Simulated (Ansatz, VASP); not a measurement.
## Nb in VASP and in Ansatz

Contents of INCAR:

```
SYSTEM = Nb
ALGO = Normal
EDIFF = 1E-7
ENCUT = 520
GGA = PE
ISIF = 2
ISMEAR = -1
LASPH = .True.
LCHARG = .True.
LELF = .True.
LREAL = .False.
LVHAR = .True.
LWAVE = .False.
NBANDS = 12
NELM = 100
PREC = Accurate
SIGMA = 0.03
```

File KPOINTS:

```
k-points
0
Gamma
  13 13 13
  0 0 0
```

POSCAR

```
Nb
1.0
    2.6800409270      0.0000000000      0.0000000000
    0.0000000000      2.6800409270      0.0000000000
    0.0000000000      0.0000000000      2.6800409270
Nb
1
Direct
    0.0000000000      0.0000000000      0.0000000000
```

Input for Ansatz:

```yaml
crystal:
  lattice:
    - [2.680040927, 0.0, 0.0]
    - [0.0, 2.680040927, 0.0]
    - [0.0, 0.0, 2.680040927]
  atoms:
    - { symbol: Nb, position: [0.0, 0.0, 0.0] }
kpoints:
  mp_grid: { grid: [13, 13, 13] }
scf:
  occupations: { method: fermi_dirac, width: 0.03 }
hamiltonian:
  xc: pbe
  pseudopotentials: { kind: all_electron, lapw: { basis_error: 0.0005 } }
output:
  forces: true
  stress: true
  eigenvalues: true
```

Change from the starting cell: volume scaled by 0.96.

Alike in both runs: task single point; functional PBE; k mesh 13 × 13 × 13; occupations fermi-dirac, width 0.03 eV; no spin polarisation.

|  | VASP | Ansatz |
| --- | --- | --- |
| version | VASP 6.6.1 | Ansatz 0.2.0 |
| potentials or method | VASP PAW PBE potentials, release 64 (Nb_sv) | all-electron LAPW, scalar-relativistic |
| plane-wave cutoff (eV) | 520 | see its input |

|  | VASP | Ansatz | Ansatz less VASP |
| --- | --- | --- | --- |
| pressure (GPa) | 5.7 | 5.9 | +0.19 |

Ansatz ran all-electron here, so the differences hold the error of VASP's frozen core and of both bases.
